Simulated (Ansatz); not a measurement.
# ZnS: the cost of one run

Method: DFT PBE, scalar-relativistic, plane waves, PAW, in Ansatz 0.2.0.

3 further runs of the same task are left out: 3 set aside as unsound or not needed.

## (1) The starting structure

It takes space group F-43m (No. 216, cubic). The conventional cell has a = 5.443 Å, b = 5.443 Å, c = 5.443 Å, α = 90.00°, β = 90.00°, γ = 90.00°. Zn (site symmetry -43m) is surrounded by 4 S at 2.36 Å. Around S (site symmetry -43m) lie 4 Zn at 2.36 Å.

Structure file:

```
Zn S
1.0
    -2.72156   -2.72156    0.00000
     2.72156   -2.72156    0.00000
     0.00000    0.00000   10.88626
Zn S
4 4
Direct
  0.00000 0.00000 0.00000
  0.50000 0.50000 0.25000
  0.00000 0.00000 0.50000
  0.50000 0.50000 0.75000
  0.50000 0.00000 0.37500
  0.00000 0.50000 0.62500
  0.50000 0.00000 0.87500
  0.00000 0.50000 0.12500
```

It is built from the cell relaxed beforehand with the same method (20.16 Å³/atom).

## (2) Zero of the scan

input.yaml

```yaml
crystal:
  lattice:
    - [-2.7215639849, -2.7215639849, 0.0]
    - [2.7215639849, -2.7215639849, 0.0]
    - [0.0, 0.0, 10.8862559397]
  atoms:
    - { symbol: Zn, position: [0.0, 1.0, 0.0] }
    - { symbol: Zn, position: [0.5, 0.5, 0.25] }
    - { symbol: Zn, position: [0.0, 0.0, 0.5] }
    - { symbol: Zn, position: [0.5, 0.5, 0.75] }
    - { symbol: S, position: [0.5, 0.0, 0.375] }
    - { symbol: S, position: [0.0, 0.5, 0.625] }
    - { symbol: S, position: [0.5, 0.0, 0.875] }
    - { symbol: S, position: [0.0, 0.5, 0.125] }
basis:
  ecutwfc: 420
kpoints:
  mp_grid: { grid: [7, 7, 3] }
hamiltonian:
  xc: pbe
scf:
  occupations: { method: gaussian, width: 0.05 }
output:
  forces: true
  stress: true
  eigenvalues: true
```

The run is started by

```sh
ansatz run input.yaml --threads 2 --pin off --max-ram 5120MiB --backend cpu --events-out ev --progress --plain --runs-dir out
```

Q: Estimate wall time and peak memory on 2 threads of Arm Neoverse V2, shared host.

About 5.9 s, with a peak of 0.41 GiB.
